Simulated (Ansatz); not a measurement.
Au:

```
Au
1.0
     0.00000    2.03500    2.03500
     2.03500    0.00000    2.03500
     2.03500    2.03500    0.00000
Au
1
Cartesian
  0.0000 0.0000 0.0000
```

| Quantity | Value |
| --- | --- |
| Program | Ansatz 0.2.0 |
| Task | relaxation of cell and atoms |
| Functional | PBE0 |
| Potentials or basis | Ansatz PAW |
| Cutoff | 420 eV (not typed: the program's choice for these potentials) |
| k mesh | 6 × 6 × 6 |
| Occupations | fermi-dirac, width 0.05 eV |
| Spin | no spin polarisation |

At the start: volume 16.85 Å³/atom.

Q: Where does the relaxation end?

A: It ends after 4 steps and the volume is 17.74 Å³/atom (+5.3 %); space group Fm-3m (No. 225, to 0.05 Å).

The path:
```csv
step,energy change (eV),largest force (eV/Å),volume (Å³)
1,0.0000,0.0000,16.85
2,-0.0210,0.0000,17.94
3,-0.0222,0.0000,17.74
4,-0.0230,0.0000,17.74
```

Final structure:
```yaml
crystal:
  lattice:
    - [0.00000, 2.07020, 2.07020]
    - [2.07020, 0.00000, 2.07020]
    - [2.07020, 2.07020, 0.00000]
  atoms:
    - { symbol: Au, position: [0.00000, 0.00000, 0.00000] }
```

Caveat: the k mesh is coarse (spacing up to 0.45 Å⁻¹), so the values aren't converged, least of all with exact exchange; the plane-wave basis is chosen anew once the cell has moved, so the energies of steps on either side of that aren't comparable; the PAW data sets come from PBE, with cores solved anew for the run's functional, which leaves a small shift of forces and pressure.
